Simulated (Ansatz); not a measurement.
The system is HfN.

```
Hf N
1.0
     0.00000    2.25600    2.25600
     2.25600    0.00000    2.25600
     2.25600    2.25600    0.00000
Hf N
1 1
Cartesian
  0.0000 0.0000 0.0000
  2.2560 2.2560 2.2560
```

```yaml
Program: Ansatz 0.2.0
Task: relaxation of cell and atoms
Functional: BLYP
Potentials_or_basis: Ansatz PAW
Cutoff: "420 eV (not typed: the program's choice for these potentials)"
k_mesh: 10 × 10 × 10
Occupations: fermi-dirac, width 0.05 eV
Spin: no spin polarisation
```

At the start: volume 11.48 Å³/atom.

**Question.** How do energy, volume and symmetry change on relaxing?

**Answer.** It ends after 7 steps and the volume is 12.14 Å³/atom (+5.7 %); space group Fm-3m (No. 225, to 0.05 Å).

The path:
| step | energy change (eV) | largest force (eV/Å) | volume (Å³) |
| --- | --- | --- | --- |
| 1 | 0.0000 | 0.0000 | 22.96 |
| 2 | -0.0391 | 0.0000 | 24.91 |
| 3 | -0.0543 | 0.0000 | 24.31 |
| 4 | -0.0546 | 0.0000 | 24.25 |
| 5 | -0.0601 | 0.0000 | 24.25 |
| 6 | -0.0600 | 0.0000 | 24.28 |
| 7 | -0.0601 | 0.0000 | 24.28 |

Final structure:
```
CELL_PARAMETERS angstrom
0.00000 2.29829 2.29829
2.29829 0.00000 2.29829
2.29829 2.29829 0.00000
ATOMIC_POSITIONS crystal
Hf 0.00000 0.00000 0.00000
N 0.50000 0.50000 0.50000
```

Caveat: the plane-wave basis is chosen anew once the cell has moved, so the energies of steps on either side of that aren't comparable; the pressure holds a Pulay correction of +0.5 GPa for the finite cutoff; the PAW data sets come from PBE, with cores solved anew for the run's functional, which leaves a small shift of forces and pressure.
